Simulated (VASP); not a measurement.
Input of a VASP 6.6.1 run:

File INCAR:

```
PREC = Accurate ; ENCUT = 520
EDIFF = 1E-7 ; ISMEAR = -1
SIGMA = 0.05 ; LREAL = False
LASPH = True ; NELM = 80
ALGO = Normal ; ISIF = 2
LWAVE = False ; LCHARG = False
GGA = PE ; NBANDS = 12
```

The input KPOINTS:

```
Automatic mesh
0
Gamma
  11 11 11
```

The input POSCAR:

```
Nb
1.0
    0.0000000000      2.1150000000      2.1150000000
    2.1150000000      0.0000000000      2.1150000000
    2.1150000000      2.1150000000      0.0000000000
Nb
1
Direct
    0.0000000000      0.0000000000      0.0000000000
```

Potentials or basis: VASP PAW PBE potentials, release 64 (Nb_sv).

Command:

```console
$ cat potpaw_PBE.64/Nb_sv/POTCAR > POTCAR
$ mpirun -np 1 vasp_std > vasp.out
```

**Question.** What does it give for the band gap on the k mesh?

**Answer.** None (metal or under the smearing width).

**Question.** Estimate the pressure.

**Answer.** -2.1 GPa.
